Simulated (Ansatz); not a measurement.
# TiCo3: a two-dimensional strain map

This session takes TiCo3 and sets out to strain the cell in the xy plane and along z independently.

Program: Ansatz 0.2.0. Level of theory: DFT PBEsol, scalar-relativistic, plane waves, PAW. These are calculated values, not measurements.

2 further runs of the same task are left out: 2 set aside as unsound or not needed. Runs told in other sessions of the task aren't counted.

**1. The starting structure**

The structure is cubic, space group Pm-3m (No. 221). Conventional cell: a = 3.528 Å, b = 3.528 Å, c = 3.528 Å, α = 90.00°, β = 90.00°, γ = 90.00°. Ti (site symmetry m-3m) is surrounded by 12 Co at 2.49 Å. Co (site symmetry 4/mmm) has 4 Ti at 2.49 Å and 8 Co at 2.49 Å in its first shell of neighbours.

Structure file:

```cif
data_structure
_symmetry_space_group_name_H-M 'P 1'
_symmetry_Int_Tables_number 1
_cell_length_a 3.5283
_cell_length_b 3.5283
_cell_length_c 3.5283
_cell_angle_alpha 90.000
_cell_angle_beta 90.000
_cell_angle_gamma 90.000
_cell_volume 43.92
loop_
_atom_site_label
_atom_site_type_symbol
_atom_site_fract_x
_atom_site_fract_y
_atom_site_fract_z
_atom_site_occupancy
Ti1 Ti 0.00000 0.00000 0.00000 1
Co1 Co 0.00000 0.50000 0.50000 1
Co2 Co 0.50000 0.00000 0.50000 1
Co3 Co 0.50000 0.50000 0.00000 1
```

This cell was relaxed beforehand with the same method: volume 10.98 Å³/atom, gap on the mesh none (metal), site moments up to 0.3 μB.

**2. The reference cell**

The reference gives a free energy of -17754.0614 eV, pressure -0.11 GPa, largest force 0.000 eV/Å and gap on the mesh none (metal). It was computed beforehand with the settings of the runs below.

**3. Setting up a two-dimensional strain map**

The cell is strained by p along both x and y and by q along z, with fractional coordinates fixed.

**4. Point p = -0.050, q = -0.050**

The input, input.yaml:

```yaml
crystal:
  lattice:
    - [3.3518379425, 0.0, 0.0]
    - [0.0, 3.3518379425, 0.0]
    - [0.0, 0.0, 3.3518379425]
  atoms:
    - { symbol: Ti, position: [0.0, 0.0, 0.0] }
    - { symbol: Co, position: [0.0, 0.5, 0.5], spin: 0.3 }
    - { symbol: Co, position: [0.5, 0.0, 0.5], spin: 0.3 }
    - { symbol: Co, position: [0.5, 0.5, 0.0], spin: 0.3 }
basis:
  ecutwfc: 420
kpoints:
  mp_grid: { grid: [14, 14, 14] }
hamiltonian:
  xc: pbesol
scf:
  occupations: { method: gaussian, width: 0.15 }
output:
  forces: true
  stress: true
  eigenvalues: true
  populations: true
magnetization:
  spin_polarized: true
```

On the command line:

```
$ ansatz run input.yaml --threads 2 --pin off --max-ram 5120MiB --backend cpu --events-out ev --progress --plain --runs-dir out
```

**5. Point p = -0.050, q = 0.000**

Edit input.yaml of step 4 so:

```diff
@@ -4,3 +4,3 @@
     - [0.0, 3.3518379425, 0.0]
-    - [0.0, 0.0, 3.3518379425]
+    - [0.0, 0.0, 3.5282504658]
   atoms:
```

**6. p = -0.050, q = 0.050**

Edit input.yaml of step 5 so:

```diff
@@ -4,3 +4,3 @@
     - [0.0, 3.3518379425, 0.0]
-    - [0.0, 0.0, 3.5282504658]
+    - [0.0, 0.0, 3.7046629891]
   atoms:
```

**7. p = 0.000, q = -0.050**

Edit input.yaml of step 6 so:

```diff
@@ -2,5 +2,5 @@
   lattice:
-    - [3.3518379425, 0.0, 0.0]
-    - [0.0, 3.3518379425, 0.0]
-    - [0.0, 0.0, 3.7046629891]
+    - [3.5282504658, 0.0, 0.0]
+    - [0.0, 3.5282504658, 0.0]
+    - [0.0, 0.0, 3.3518379425]
   atoms:
```

**8. At p = 0.000, q = 0.050**

Edit input.yaml of step 7 so:

```diff
@@ -4,3 +4,3 @@
     - [0.0, 3.5282504658, 0.0]
-    - [0.0, 0.0, 3.3518379425]
+    - [0.0, 0.0, 3.7046629891]
   atoms:
```

**9. Point p = 0.050, q = -0.050**

Edit input.yaml of step 8 so:

```diff
@@ -2,5 +2,5 @@
   lattice:
-    - [3.5282504658, 0.0, 0.0]
-    - [0.0, 3.5282504658, 0.0]
-    - [0.0, 0.0, 3.7046629891]
+    - [3.7046629891, 0.0, 0.0]
+    - [0.0, 3.7046629891, 0.0]
+    - [0.0, 0.0, 3.3518379425]
   atoms:
```

(Steps that only read results are left out.)

Q: Predict the outcome of this session. Wanted: highest point; lowest point away from the origin.

As calculated:

| quantity | value |
| --- | --- |
| highest point | 217.0 meV/atom at (p, q) = (-0.050, -0.050) |
| lowest point away from the origin | 18.0 meV/atom at (0.000, 0.050) |

In words: No computed point lies below the origin.
